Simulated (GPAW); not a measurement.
V:

```
CELL_PARAMETERS angstrom
-1.51435 1.51435 1.51435
1.51435 -1.51435 1.51435
1.51435 1.51435 -1.51435
ATOMIC_POSITIONS crystal
V 0.00000 0.00000 0.00000
```

Base run:

```yaml
Program: GPAW 26.7.0
Functional: PBEsol
Potentials_or_basis: PAW data sets generated in the run's folder for this functional
Cutoff: 600 eV
Basis: pw
k_mesh: 12 × 12 × 12
Occupations: fermi-dirac, width 0.05 eV
Spin: collinear spin, ferromagnetic start
Starting_moments: "[2.0] μB"
Hubbard_terms: V d U = 4 eV
```

Its results: pressure 15.9 GPa; net moment 1.47 μB per cell; site moments V +1.30 μB.

Task: The run is repeated on the same cell with these changes: hubbard terms from V d U = 4 eV to V d U = 2 eV. What comes out?

Result: Pressure -5.2 GPa; net moment 0.62 μB per cell; site moments V +0.51 μB.

Caveats: the U is typed as a test and isn't derived for this compound.
